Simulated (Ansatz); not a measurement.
# C: the cost of one run

Method: DFT PBEsol, plane waves, PAW, scalar-relativistic, no spin polarisation, in Ansatz 0.2.0.

## (1) The starting structure

The cell holds 16 atoms (C16): a = 5.212 Å, b = 5.212 Å, c = 5.212 Å, α = 60.00°, β = 60.00°, γ = 60.00°.

Coordinates:

```cif
data_structure
_symmetry_space_group_name_H-M 'P 1'
_symmetry_Int_Tables_number 1
_cell_length_a 5.2117
_cell_length_b 5.2117
_cell_length_c 5.2117
_cell_angle_alpha 60.000
_cell_angle_beta 60.000
_cell_angle_gamma 60.000
_cell_volume 100.10
loop_
_atom_site_label
_atom_site_type_symbol
_atom_site_fract_x
_atom_site_fract_y
_atom_site_fract_z
_atom_site_occupancy
C1 C 0.00000 0.00000 0.00000 1
C2 C 0.12500 0.12500 0.12500 1
C3 C 0.00000 0.00000 0.50000 1
C4 C 0.12500 0.12500 0.62500 1
C5 C 0.00000 0.50000 0.00000 1
C6 C 0.12500 0.62500 0.12500 1
C7 C 0.00000 0.50000 0.50000 1
C8 C 0.12500 0.62500 0.62500 1
C9 C 0.50000 0.00000 0.00000 1
C10 C 0.62500 0.12500 0.12500 1
C11 C 0.50000 0.00000 0.50000 1
C12 C 0.62500 0.12500 0.62500 1
C13 C 0.50000 0.50000 0.00000 1
C14 C 0.62500 0.62500 0.12500 1
C15 C 0.50000 0.50000 0.50000 1
C16 C 0.62500 0.62500 0.62500 1
```

## (2) Run 1

50 steps of 1 fs under a Nosé-Hoover thermostat at 2000 K.

File input.yaml:

```yaml
crystal:
  lattice:
    - [0.0, 3.68524, 3.68524]
    - [3.68524, 0.0, 3.68524]
    - [3.68524, 3.68524, 0.0]
  atoms:
    - { symbol: C, position: [0.0, 0.0, 0.0] }
    - { symbol: C, position: [0.125, 0.125, 0.125] }
    - { symbol: C, position: [0.0, 0.0, 0.5] }
    - { symbol: C, position: [0.125, 0.125, 0.625] }
    - { symbol: C, position: [0.0, 0.5, 0.0] }
    - { symbol: C, position: [0.125, 0.625, 0.125] }
    - { symbol: C, position: [0.0, 0.5, 0.5] }
    - { symbol: C, position: [0.125, 0.625, 0.625] }
    - { symbol: C, position: [0.5, 0.0, 0.0] }
    - { symbol: C, position: [0.625, 0.125, 0.125] }
    - { symbol: C, position: [0.5, 0.0, 0.5] }
    - { symbol: C, position: [0.625, 0.125, 0.625] }
    - { symbol: C, position: [0.5, 0.5, 0.0] }
    - { symbol: C, position: [0.625, 0.625, 0.125] }
    - { symbol: C, position: [0.5, 0.5, 0.5] }
    - { symbol: C, position: [0.625, 0.625, 0.625] }
basis:
  ecutwfc: 420.0
kpoints:
  mp_grid: { grid: [4, 4, 4] }
hamiltonian:
  xc: pbesol
scf:
  occupations: { method: fermi_dirac, width: 0.17 }
  lower_state_search: "off"
md:
  timestep: 1
  n_steps: 50
  ensemble: nvt_nose_hoover
  temperature: 2000.0
  initial_velocities: maxwell_boltzmann
  seed: 801826
  nose_hoover: { tau: 50.0, chain_length: 5 }
```

Run with:

```sh
$ ansatz run input.yaml --threads 1 --pin off --max-ram 3072MiB --backend cpu --events-out ev --progress --plain --runs-dir out
```

**Question.** How long does this run take on 1 thread of Arm Neoverse V1, shared host, and how much memory does it need?

About 8.4 min, with a peak of 0.5 GiB.
